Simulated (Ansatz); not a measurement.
CaF₂ (fluorite)

```
CaF2
1.0
    0.00000     5.51101     5.51101
    2.75551     0.00000     2.75551
    2.75551     2.75551     0.00000
Ca F
2 4
Direct
  0.00000   0.00000   0.00000
  0.50000   0.00000   0.00000
  0.12500   0.25000   0.25000
  0.62500   0.25000   0.25000
  0.37500   0.75000   0.75000
  0.87500   0.75000   0.75000
```

A phonon eigenvector at L = (0.5, 0.0, 0.0) is frozen into this cell: atom i moves by Q times the vector below, so Q is the largest atomic displacement, in Å. The cell is held. (q is in reciprocal vectors of the primitive cell; the cell shown is doubled to hold the pattern.)

```json
[
 {"atom": "F3", "x": "0.577", "y": "-0.577", "z": "-0.577"},
 {"atom": "F4", "x": "-0.577", "y": "0.577", "z": "0.577"},
 {"atom": "F5", "x": "0.577", "y": "-0.577", "z": "-0.577"},
 {"atom": "F6", "x": "-0.577", "y": "0.577", "z": "0.577"}
]
```

Atoms not listed stay in place.

Calculation: PBE (plane waves to 420 eV, PAW, scalar-relativistic; Ansatz, a first-principles code). k mesh 5×10×10 (Γ-centred), Fermi-Dirac smearing 0.05 eV. The energy includes the smearing's −TS. CaF2 was relaxed with its symmetry unable to fall. The PAW data are Ansatz's earlier set. ΔE is measured from the undisplaced structure.

```tsv
Q (Å)	ΔE (meV/cell)
-0.2800	1163
-0.2333	withheld
-0.1867	505
-0.1400	282
-0.0933	125
-0.0467	31
0.0000	0
0.0467	31
0.0933	125
0.1400	282
0.1867	505
0.2333	withheld
0.2800	1163
```

Task: Fit an even polynomial form (powers 2, 4) to the given rows and predict ΔE at Q = -0.2333.

Result: Least squares on the 11 given rows: ΔE = (14230)·Q² + (7719)·Q⁴, in meV/cell with Q in Å; root-mean-square residual 0.3 meV/cell. At -0.2333 the fit gives 797 meV/cell; the calculation gives 797 meV/cell, the same to the digits shown. The quadratic term alone would give 775 meV/cell.

(A displaced cell: forces are minus the slopes of the energy, force constants its curvatures, and phonons follow from these.)
